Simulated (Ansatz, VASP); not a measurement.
One calculation of P, two programs

Contents of INCAR:

```
SYSTEM = P
PREC = Accurate
ENCUT = 520
EDIFF = 1E-7
ISMEAR = -1
SIGMA = 0.05
LREAL = .FALSE.
LASPH = .TRUE.
NELM = 80
ALGO = Normal
ISIF = 2
LWAVE = .FALSE.
LCHARG = .TRUE.
LELF = .TRUE.
LVHAR = .TRUE.
NBANDS = 8
```

File KPOINTS:

```
Automatic mesh
0
G
  17 17 17
  0 0 0
```

POSCAR

```
P
1.0
   -1.4620485055      1.4620485055      1.4620485055
    1.4620485055     -1.4620485055      1.4620485055
    1.4620485055      1.4620485055     -1.4620485055
P
1
Direct
    0.0000000000      0.0000000000      0.0000000000
```

Input for Ansatz:

```yaml
crystal:
  lattice:
    - [-1.4620485055, 1.4620485055, 1.4620485055]
    - [1.4620485055, -1.4620485055, 1.4620485055]
    - [1.4620485055, 1.4620485055, -1.4620485055]
  atoms:
    - { symbol: P, position: [0.0, 0.0, 0.0] }
kpoints:
  mp_grid: { grid: [17, 17, 17] }
  band_path:
    path:
      - [0.0, 0.0, 0.0]
      - [0.5, -0.5, 0.5]
      - [0.0, 0.0, 0.5]
      - [0.0, 0.0, 0.0]
      - [0.25, 0.25, 0.25]
      - [0.5, -0.5, 0.5]
      - [0.25, 0.25, 0.25]
      - [0.0, 0.0, 0.5]
    npoints: 8
scf:
  occupations: { method: fermi_dirac, width: 0.05 }
hamiltonian:
  xc: lda
  pseudopotentials: { kind: paw }
output:
  forces: true
  stress: true
  eigenvalues: true
  populations: true
  dos: { projected: true, de: 0.2, e_range: [-14, 8] }
```

Change from the starting cell: volume scaled by 0.92, PAW files.

Alike in both runs: task single point; functional LDA; k mesh 17 × 17 × 17; occupations fermi-dirac, width 0.05 eV; no spin polarisation.

|  | VASP | Ansatz |
| --- | --- | --- |
| version | VASP 6.6.1 | Ansatz 0.2.0 |
| potentials or method | VASP PAW LDA potentials, release 64 (P) | PAW with Ansatz's default frozen-core files, scalar-relativistic |
| plane-wave cutoff (eV) | 520 | 420 |
| valence electrons in the cell | 5 | 5 |

Ansatz gave:

```
pressure (GPa) : 10.6
```

Task: Which values does VASP return?

Result: Pressure (GPa): 10.4.
